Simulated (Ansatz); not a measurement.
Input and command of a calculation in Ansatz (plane waves; scalar-relativistic PAW potentials unless the input names others):

```yaml
crystal:
  lattice:
    - [2.4655379958, 0.0, 0.0]
    - [-1.2327689979, 2.1341461202, 0.0]
    - [0.0, 0.0, 32.5979677131]
  atoms:
    - { symbol: C, position: [0.0833101794, 0.1666203587, 0.2607524516] }
    - { symbol: C, position: [0.4166898207, 0.8333796413, 0.2607524516] }
    - { symbol: C, position: [0.5833101794, 0.1666203587, 0.3650391123] }
    - { symbol: C, position: [0.9166898206, 0.8333796413, 0.3650391123] }
    - { symbol: C, position: [0.0833101794, 0.1666203587, 0.469323241] }
    - { symbol: C, position: [0.4166898207, 0.8333796413, 0.469323241] }
    - { symbol: C, position: [0.5833101794, 0.1666203587, 0.5736099016] }
    - { symbol: C, position: [0.9166898206, 0.8333796413, 0.5736099016] }
    - { symbol: C, position: [0.0833101794, 0.1666203587, 0.6778940303] }
    - { symbol: C, position: [0.4166898207, 0.8333796413, 0.6778940303] }
    - { symbol: O, position: [0.0833101794, 0.4166203587, 0.7541678345] }
basis:
  ecutwfc: 420
kpoints:
  mp_grid: { grid: [12, 12, 1] }
hamiltonian:
  xc: pbe
  dispersion: d3bj
scf:
  occupations: { method: gaussian, width: 0.1 }
  max_iter: 80
output:
  forces: true
  eigenvaluess: true
  stress: true
efield:
  axis: 3
  dipole_correction: true
  ramp_width: 0.04
```

```bash
ansatz run input.yaml --threads 2 --pin off --max-ram 5120MiB --backend cpu --events-out ev --progress --plain --runs-dir out
```

Q: Will this input run?

A: The program refuses it, because of a misspelt key (the key output.eigenvalues typed as eigenvaluess). With the key spelt rightly it is accepted.

Abridged log:
```
Error: YAML parse error: error: line 30 column 3: unknown field `eigenvaluess`, expected one of write_density, write_potential, write_potential_components, volumetric_format, write_bands, fatbands, populations, hubbard, elf, band_densities, bader, dos, optics, efg, charged_corrections, wannier, polarization, topological_invariants, transmission, current_voltage, crpa, pair_interaction, rpa_energy, embedding, core_levels, xc_energy_on_converged_density, boltztrap, local_orbitals, orbitals, eigenstates, states_by_energy, atomic_orbital_hamiltonian, active_space, given_orbital_levels, support_mat ...
  --> <input>:30:3
   |
28 | output:
29 |   forces: true
30 |   eigenvaluess: true
   |   ^ unknown field `eigenvaluess`, expected one of write_density, write_potential, write_potential_components, volumetric_format, write_bands, fatbands, populations, hubbard, elf, band_densities, bader, dos, optics, efg, charged_corrections, wannier, polarization, topological_invariants, transmission, current_voltage, crpa, pair_interaction, rpa_energy, embedding, core_levels, xc_energy_on_converged_density, boltztrap, local_orbitals, orbitals, eigenstates, states_by_energy, atomic_orbital_hamiltonian, active_space, given_orbital_levels, support_matrices, forces, stress, cutoff_correction, ...
31 |   stress: true
32 | efield:
   |
```